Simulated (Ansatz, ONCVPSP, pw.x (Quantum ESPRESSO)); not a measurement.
# pw.x on fcc Cs: one setting changed

Potential: optimised norm-conserving Vanderbilt (ONCV), ONCVPSP 4.0.1.1 (patched build), PBE; core [Kr] 4d10 5s2, reference 5p6 6s1; waves: 6s: rc 4.00 bohr, ncon 5, nbas 10, qcut 1.5 1/bohr, 2 projectors, debl 2.7 Ha; 5p: rc 2.45 bohr, ncon 4, nbas 7, qcut 7.7 1/bohr, 1 projector; d scattering state at 0.39 Ha: rc 4.25 bohr, ncon 4, nbas 7, qcut 2.7 1/bohr, 2 projectors, debl 0.3 Ha; local part: polynomial inside 1.95 bohr (lpopt 2, dvloc0 0 Ha); core correction: polynomial model core, fcfact 0.7. In the d channel the program set the typed energies aside and used 0.050, 0.350 Ha.

The reference run (k-mesh 8³, cutoffs 50/200 Ry, Fermi–Dirac 0.01 Ry, mixing_beta 0.4, conv_thr 1e-9, no spin) gives -0.01 GPa at 117.544 Å³/atom, where all-electron LAPW gives -0.00 GPa. This run, with its own iteration cap, changes degauss to 0.02.

```
&control
  calculation='scf', prefix='x', pseudo_dir='./', outdir='./tmp', tstress=.true., disk_io='none'
/
&system
  ibrav=0, nat=1, ntyp=1, ecutwfc=50, ecutrho=200, nbnd=11,
  occupations='smearing', smearing='fd', degauss=0.02
/
&electrons
  conv_thr=1e-09, mixing_beta=0.4, electron_maxstep=50
/
ATOMIC_SPECIES
Cs 1.0 Cs.UPF
CELL_PARAMETERS angstrom
  0.00000000 3.88797524 3.88797524
  3.88797524 0.00000000 3.88797524
  3.88797524 3.88797524 0.00000000
ATOMIC_POSITIONS crystal
Cs 0.0000 0.0000 0.0000
K_POINTS automatic
8 8 8 0 0 0
```

```bash
pw.x < Cs.scf.in > Cs.scf.out
```

**Question.** How does the run end?

**Answer.** It converges in 7 iterations; the free energy moves by -108.0 meV/atom and the pressure by +0.02 GPa. In a metal, with Fermi–Dirac smearing, F lies below its zero-width value by a term in the square of the width.

```
Message from routine setup:
     using ibrav=0 with symmetry is DISCOURAGED, use correct ibrav instead
     lattice parameter (alat)  =      10.3905  a.u.
     unit-cell volume          =     793.2262 (a.u.)^3
     number of electrons       =         7.00
     number of Kohn-Sham states=           11
     kinetic-energy cutoff     =      50.0000  Ry
     charge density cutoff     =     200.0000  Ry
     scf convergence threshold =      1.0E-09
     Exchange-correlation= PBE
     number of k points=    29  Fermi-Dirac smearing, width (Ry)=  0.0200
     iteration #  1     ecut=    50.00 Ry     beta= 0.40
     total energy              =     -34.34921998 Ry
     estimated scf accuracy    <       0.00109129 Ry
     iteration #  2     ecut=    50.00 Ry     beta= 0.40
     total energy              =     -34.34924991 Ry
     estimated scf accuracy    <       0.00025701 Ry
     iteration #  3     ecut=    50.00 Ry     beta= 0.40
     total energy              =     -34.34929316 Ry
     estimated scf accuracy    <       0.00001889 Ry
     iteration #  4     ecut=    50.00 Ry     beta= 0.40
     total energy              =     -34.34929469 Ry
     estimated scf accuracy    <       0.00000012 Ry
     iteration #  5     ecut=    50.00 Ry     beta= 0.40
     total energy              =     -34.34929472 Ry
     estimated scf accuracy    <       0.00000006 Ry
     iteration #  6     ecut=    50.00 Ry     beta= 0.40
     total energy              =     -34.34929474 Ry
     estimated scf accuracy    <       0.00000002 Ry
     iteration #  7     ecut=    50.00 Ry     beta= 0.40
     the Fermi energy is     1.5877 ev
!    total energy              =     -34.34929474 Ry
     estimated scf accuracy    <          2.7E-10 Ry
     smearing contrib. (-TS)   =      -0.02088607 Ry
     The total energy is F=E-TS. E is the sum of the following terms:
     one-electron contribution =      -7.40034052 Ry
     hartree contribution      =       5.04973609 Ry
     xc contribution           =     -16.68912379 Ry
     ewald contribution        =     -15.28868045 Ry
     convergence has been achieved in   7 iterations
          total   stress  (Ry/bohr**3)                   (kbar)     P=        0.09
     Message from routine punch:
     Nothing written, as per user request (disk_io='none')
```

The run took about 37 s on one core of a shared host (Neoverse-N1, 64 threads, 124 GiB, load 58).
